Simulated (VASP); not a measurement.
SnO2:

```
Sn O
1.0
    -3.21549    3.37403    3.37394
     3.21549   -3.37403    3.37394
     3.21549    3.37403   -3.37394
Sn O
4 8
Direct
  0.00008 0.25008 0.75000
  0.99992 0.74992 0.25000
  0.50000 0.50000 0.50000
  0.50000 0.00000 0.00000
  0.19374 0.19370 0.49996
  0.69378 0.75004 0.94374
  0.19374 0.69378 0.00004
  0.30630 0.75004 0.55626
  0.69370 0.24996 0.44374
  0.30622 0.24996 0.05626
  0.80626 0.30622 0.99996
  0.80626 0.80630 0.50004
```

The cell is a database's computed one.

Base run:

```yaml
Program: VASP 6.6.1
Functional: PBEsol
Potentials_or_basis: VASP PAW PBE potentials, release 64 (Sn_d, O)
Cutoff: 520 eV
k_mesh: 8 × 8 × 8
Occupations: gaussian, width 0.02 eV
Spin: no spin polarisation
```

Its results: band gap on the k mesh 0.89 eV; pressure 0.2 GPa; largest force 0.005 eV/Å.

After a change of settings the same cell gave: band gap on the k mesh 1.68 eV; pressure -1.0 GPa; largest force 0.043 eV/Å. Which change was it?
A. cutoff from 520 eV to 700 eV; k mesh from 8 × 8 × 8 to 6 × 6 × 6
B. functional from PBEsol to r2SCAN; k mesh from 8 × 8 × 8 to 6 × 6 × 6
C. potentials or basis from VASP PAW PBE potentials, release 64 (Sn_d, O) to VASP PAW PBE potentials, release 64 (Sn_d, O_h); cutoff from 520 eV to 900 eV; k mesh from 8 × 8 × 8 to 6 × 6 × 6
D. k mesh from 8 × 8 × 8 to 6 × 6 × 6; occupations from gaussian, width 0.02 eV to gaussian, width 0.5 eV

B.

Caveats: the PAW data sets were made with another functional, which shifts forces and pressure a little; spin-orbit coupling is left out, which moves the levels of the heavy elements.
